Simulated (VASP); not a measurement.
**MgTe: relaxation of cell and atoms with PBE**

MgTe:

```
Mg Te
1.0
     4.59020    0.00000    0.00000
    -2.29510    3.97523    0.00000
     0.00000    0.00000    7.43781
Mg Te
2 2
Direct
  0.33333 0.66667 0.99599
  0.66667 0.33333 0.49599
  0.33333 0.66667 0.37401
  0.66667 0.33333 0.87401
```

The cell is a database's computed one.

```yaml
Program: VASP 6.6.1
Task: relaxation of cell and atoms
Functional: PBE
Potentials_or_basis: VASP PAW PBE potentials, release 64 (Mg, Te)
Cutoff: 600 eV
k_mesh: 9 × 9 × 4
Occupations: gaussian, width 0.02 eV
Spin: no spin polarisation
Dipole_correction: no
Further_INCAR_settings: ALGO = Normal; EDIFF = 1e-06; IBRION = 2; EDIFFG = -0.002; NSW = 100; ISIF = 3
```

The relaxed volume is 34.47 Å³/atom and the relaxed cell is a = 4.607 Å, b = 4.607 Å, c = 7.500 Å, α = 90.00°, β = 90.00°, γ = 120.00°. The space group after relaxing (to 0.05 Å) is P6_3mc (No. 186) and the energy gained by relaxing is 1.0 meV/atom. The ionic steps are 10, the pressure after relaxing is 0.0 GPa and the band gap on the k mesh is 2.36 eV, direct.

Step by step:
```
step  energy change (eV)  largest force (eV/Å)  pressure (GPa)  volume (Å³)
   1              0.0000                0.0214            0.55       135.72
   2             -0.0037                0.0155           -0.04       138.03
   3             -0.0037                0.0159           -0.01       137.88
   4             -0.0037                0.0160            0.00       137.84
   5             -0.0038                0.0137            0.01       137.83
   6             -0.0039                0.0065            0.01       137.83
   7             -0.0039                0.0082            0.01       137.82
   8             -0.0039                0.0010            0.01       137.82
   9             -0.0039                0.0009           -0.01       137.93
  10             -0.0039                0.0001            0.00       137.87
```

Final structure:
```
Mg Te
1.0
     4.60721    0.00000    0.00000
    -2.30360    3.98996    0.00000
     0.00000    0.00000    7.50016
Mg Te
2 2
Direct
  0.33333 0.66667 0.99683
  0.66667 0.33333 0.49683
  0.33333 0.66667 0.37317
  0.66667 0.33333 0.87317
```

Levels at points of the mesh, in eV from the valence-band top:
```tsv
k point	band 6	band 7	band 8	band 9	band 10	band 11
(0.00, 0.00, 0.00)	-0.01	-0.01	0.00	2.36	2.93	5.25
(0.00, 0.00, 0.50)	-0.25	-0.25	-0.25	3.38	3.38	5.51
```

Wall time 3.7 min on 1 thread of Intel(R) Xeon(R) Platinum 8488C (Sapphire Rapids), on a shared host, peak memory 0.36 GiB.

Caveat: spin-orbit coupling is left out, which moves the levels of the heavy elements.
